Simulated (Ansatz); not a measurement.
Input of an Ansatz 0.2.0 run:

File input.yaml:

```yaml
crystal:
  lattice:
    - [4.12095, 0.0, 0.0]
    - [-2.06047, 3.56885, 0.0]
    - [0.0, 0.0, 2.65479]
  atoms:
    - { symbol: Si, position: [0.33333, 0.66667, 0.5] }
    - { symbol: Si, position: [0.66667, 0.33333, 0.5] }
hamiltonian:
  xc: pbe
  pseudopotentials: { kind: paw }
kpoints:
  mp_grid: { grid: [8, 8, 10] }
scf:
  occupations: { method: gaussian, width: 0.026 }
output:
  forces: true
  stress: true
  eigenvalues: true
  write_density: true
  write_potential: true
  elf: true
  volumetric_format: npy
```

Potentials or basis: Ansatz PAW.

Run with:

```console
$ ansatz run input.yaml --threads 2 --pin off --max-ram 5632MiB --backend cpu --events-out ev --progress --plain --runs-dir out
```

Task: Estimate the band gap on the k mesh.

Result: None (metal or under the smearing width).

Task: Estimate the pressure.

Result: 0.0 GPa.

Stress tensor (GPa, compression positive):
```
 0.30  0.00  0.00
 0.00  0.30  0.00
 0.00  0.00 -0.49
```
